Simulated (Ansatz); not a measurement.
## TiO$_{2}$: enthalpy under pressure, worked through

All numbers below come from DFT PBE, scalar-relativistic, plane waves, PAW in Ansatz. Run with 420 eV cutoff, 8×8×8 k-mesh, Gaussian smearing of 0.02 eV, no spin polarisation.

Reference structure (relaxed):

```
Ti O
1.0
    -4.40464    4.40464    1.88242
     4.40464   -4.40464    1.88242
     4.40464    4.40464   -1.88242
Ti O
4 8
Direct
  0.28972 0.01138 0.30110
  0.01138 0.71028 0.72167
  0.98862 0.28972 0.27833
  0.71028 0.98862 0.69890
  0.49289 0.15246 0.64535
  0.16155 0.84389 0.00544
  0.15246 0.50711 0.65956
  0.15611 0.16155 0.31766
  0.84389 0.83845 0.68234
  0.84754 0.49289 0.34044
  0.83845 0.15611 0.99456
  0.50711 0.84754 0.35465
```

Cell and atoms were relaxed at each target pressure within the start's symmetry (I4/m), at zero temperature; other phases can be more stable under pressure. H = E + PV with P the target; E is the free energy at the smearing used, whose derivative the pressure is, per atom and counted from zero pressure.

| P (GPa) | V (Å³/atom) | E − E0 (meV) | H − H0 (meV) |
| --- | --- | --- | --- |
| 0 | 12.174 | 0.0 | 0.0 |
| 2 | 12.024 | 0.9 | 151.0 |
| 5 | 11.825 | 5.2 | 374.2 |
| 10 | 11.537 | 18.6 | 738.7 |
| 20 | 11.041 | 64.8 | 1443.0 |

Question: Thermodynamics gives dH/dP = V along a relaxed path. Integrate V over P by the trapezoid rule and compare with the computed enthalpies.

Answer: With 1 eV/Å³ = 160.22 GPa, each step adds the mean volume times ΔP / 160.22:
```
P (GPa)  ∫V dP (meV) H − H0 (meV) difference (meV)
      2        151.0         151.0               0.0
      5        374.3         374.2               0.1
     10        738.9         738.7               0.1
     20       1443.5        1443.0               0.5
```

V(P) curves upward, so the trapezoid rule runs high; integrating a smooth curve through the same points puts that excess at about 0.5 meV at 20 GPa, against the 0.5 meV found.

Question: At 20 GPa, how much of the enthalpy change is stored energy and how much is the PV term?

Answer: E rises by 65 meV/atom and PV is 20 × 11.041 / 160.22 = 1378 meV/atom, so PV makes 96 % of ΔH. So between rival structures at high pressure a small difference in volume can outweigh the difference in energy: 1 % of this volume is worth 13.8 meV/atom at this pressure.

Question: What bulk modulus do the lowest pressures give?

Answer: From the pressures that the runs reached, -2.03 GPa (12.346 Å³) and 2.00 GPa (12.024 Å³), B = −ΔP/Δln V = 4.03 / 0.0264 = 153 GPa, a mean over that range.

Question: The gap is 2.120 eV at -2.03 GPa and 1.921 eV at 2.00 GPa. What pressure coefficient and volume deformation potential follow?

Answer: dE_g/dP = -49.2 meV/GPa, and a_V = dE_g/d ln V = −B dE_g/dP = 7.51 eV. A gap that closes or barely moves under pressure is usual where the conduction edge lies away from the zone centre, has d character, or where the bands broaden faster than they shift. If the edges move to other points of the zone within the range, this is a mean of two slopes. Gaps are Kohn–Sham gaps over the whole zone.

This form isn't the usual stable structure of the compound.

Cost: 6 runs of about 44 core-minutes in all, on Intel Xeon Platinum 8259CL (Skylake/Cascade Lake) (shared hosts).